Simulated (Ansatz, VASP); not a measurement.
Si2N in VASP and in Ansatz

Contents of INCAR:

```
PREC = Accurate
ENCUT = 520
EDIFF = 1E-6
ISMEAR = 0
SIGMA = 0.1
LREAL = F
LASPH = T
NELM = 100
ALGO = Normal
ISIF = 2
LWAVE = F
LCHARG = F
GGA = PE
NBANDS = 14
```

Contents of KPOINTS:

```
regular mesh
0
Gamma
  8 8 8
```

POSCAR

```
Si2N
1.0
   -1.5086565800      1.5086565800      4.8522030800
    1.5086565800     -1.5086565800      4.8522030800
    1.5086565800      1.5086565800     -4.8522030800
Si N
2 1
Direct
    0.6615789500      0.6615789500      0.0000000000
    0.3384210500      0.3384210500      0.0000000000
    0.0000000000      0.0000000000      0.0000000000
```

Input for Ansatz:

```yaml
crystal:
  lattice:
    - [-1.50865658, 1.50865658, 4.85220308]
    - [1.50865658, -1.50865658, 4.85220308]
    - [1.50865658, 1.50865658, -4.85220308]
  atoms:
    - { symbol: Si, position: [0.66157895, 0.66157895, 0.0] }
    - { symbol: Si, position: [0.33842105, 0.33842105, 0.0] }
    - { symbol: "N", position: [0.0, 0.0, 0.0] }
basis:
  ecutwfc: 420
kpoints:
  mp_grid: { grid: [8, 8, 8] }
hamiltonian:
  xc: pbe
scf:
  occupations: { method: gaussian, width: 0.1 }
  lower_state_search: "off"
output:
  forces: true
  stress: true
  eigenvalues: true
```

Change from the starting cell: species swapped into the Ti2Rh type (I4/mmm, No. 139).

Alike in both runs: task single point; functional PBE; k mesh 8 × 8 × 8; occupations gaussian, width 0.1 eV; no spin polarisation.

```csv
,VASP,Ansatz
version,VASP 6.6.1,Ansatz 0.2.0
potentials or method,"VASP PAW PBE potentials, release 64 (Si, N)","scalar-relativistic, plane waves, PAW"
plane-wave cutoff (eV),520,420
valence electrons in the cell,13,13
```

Ansatz gave:

```
gap on the k mesh at the Fermi level (eV)       : none
pressure (GPa)                                  : -20.2
largest component of the traceless stress (GPa) : 8.18
rms of the force components (eV/Å)              : 0.784
```

Q: Which values does VASP return?

A: gap on the k mesh at the Fermi level (eV): none; pressure (GPa): -20.2; largest component of the traceless stress (GPa): 8.18; rms of the force components (eV/Å): 0.783.

Atom by atom the forces differ by 0.001 eV/Å (rms over components). A gap of «none» marks a metal or a gap that the smearing closes. The functional is the same, so the differences come from potentials, cutoffs and numerics.

Caveats: the k mesh is coarse (spacing up to 0.37 Å⁻¹), so the values aren't converged; so large a pressure means that the cell lies far from this level's equilibrium, or that cutoff or potentials fall short (VASP); forces of over 1 eV/Å show positions far from the minimum, so gaps and moduli don't describe the material at rest.
